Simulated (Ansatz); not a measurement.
The same path of a periodic cell of 19 atoms, Al₁₈H (surface Al(111), adsorbate H) was run twice with different band settings.

Theory: Ansatz, DFT PBEsol, scalar-relativistic, plane waves, PAW. Settings: cutoff 420 eV, k mesh 3x2x1, fermi-dirac smearing 0.1 eV, no spin polarisation.

Relaxed end points:

```xyz
19
Lattice="5.7276 0.0000 0.0000 4.2957 7.4403 0.0000 0.0000 0.0000 17.6765" Properties=species:S:1:pos:R:3
Al 1.432 0.827 1.000
Al 4.296 0.827 1.000
Al 2.864 3.307 1.000
Al 5.728 3.307 1.000
Al 4.296 5.787 1.000
Al 7.159 5.787 1.000
Al 0.010 1.636 3.267
Al 2.855 1.662 3.319
Al 1.437 4.137 3.332
Al 4.289 4.135 3.335
Al 2.862 6.637 3.292
Al 5.732 6.605 3.316
Al 0.014 -0.019 5.647
Al 2.850 0.014 5.643
Al 1.356 2.422 5.613
Al 4.363 2.409 5.604
Al 2.855 5.084 5.624
Al 5.727 4.950 5.650
H 2.866 3.318 6.331
```

```xyz
19
Lattice="5.7276 0.0000 0.0000 4.2957 7.4403 0.0000 0.0000 0.0000 17.6765" Properties=species:S:1:pos:R:3
Al 1.432 0.827 1.000
Al 4.296 0.827 1.000
Al 2.864 3.307 1.000
Al 5.728 3.307 1.000
Al 4.296 5.787 1.000
Al 7.159 5.787 1.000
Al -0.002 1.677 3.292
Al 2.868 1.644 3.316
Al 1.441 4.116 3.267
Al 4.287 4.143 3.319
Al 2.869 6.617 3.332
Al 5.721 6.615 3.335
Al -0.009 0.124 5.624
Al 2.864 -0.010 5.650
Al 1.446 2.461 5.647
Al 4.282 2.494 5.643
Al 2.788 4.902 5.613
Al 5.795 4.889 5.604
H 4.298 5.798 6.331
```

Common settings: spring 5.0 eV/Å²; optimiser quadratic models (default); force threshold 0.05 eV/Å; end points relaxed; atoms held 1 to 6.

| run | movable images | climbing image | start path | iteration limit |
| --- | --- | --- | --- | --- |
| 1 | 5 | yes | IDPP | 27 |
| 2 | 6 | from the first iteration | default | 22 |

(1) What does each run give, and how far can it be trusted?

Results:

(1) Run 1: converged after 11 iterations, highest image 0.227 eV above the first end. By the program's own check the climbing image is a first-order saddle point (lowest curvatures found: -0.34 and 0.24 eV/Å²).
Run 2: converged after 15 iterations, highest image 0.227 eV above the first end. The order of the stationary point at the top wasn't checked.
Limits of this set-up: coarse k mesh, thin slab, slab without dipole correction, odd electron count without spin.
